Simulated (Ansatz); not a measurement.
Reactions of C₂H₅Cl, SMILES `CCCl`.

Computed with Ansatz on PBE0-D4/def2-TZVP structures; ΔE is electronic, products minus reactants. CBS: MP2 limit from def2 TZ/QZ plus the TZ coupled-cluster correction, frozen cores. This one scheme is used for every species. Functionals use def2-TZVPP. Each species was taken in one conformer, which may not be the lowest.

```csv
reaction,CCSD(T)/CBS(def2) (kJ/mol)
`CCCl` + `NB1CO1` → `CC1OB1N` + `CCl`,-4
`CCCl` + H₂ → `CCl` + CH₄,-58
`CCCl` + `CCCC(C)C` → `CCC(C)C(C)C` + `CCl`,9
`CCCl` + `NCF` → `CCC(N)F` + HCl,?
`CCCl` + `CCC(=O)O` → `CCC(C)C(=O)O` + HCl,-20
`CCCl` + `C[CH2][AlH2]` → `C[CH]([AlH2])CCl` + CH₄,?
```

Problem. Fill in the missing values. (Best estimate.)

Solution. Ansatz gave: `CCCl` + `NCF` → `CCC(N)F` + HCl: -37.1 kJ/mol; `CCCl` + `C[CH2][AlH2]` → `C[CH]([AlH2])CCl` + CH₄: -8.2 kJ/mol.

Largest T1 diagnostic: 0.014, for `CCC(=O)O`.
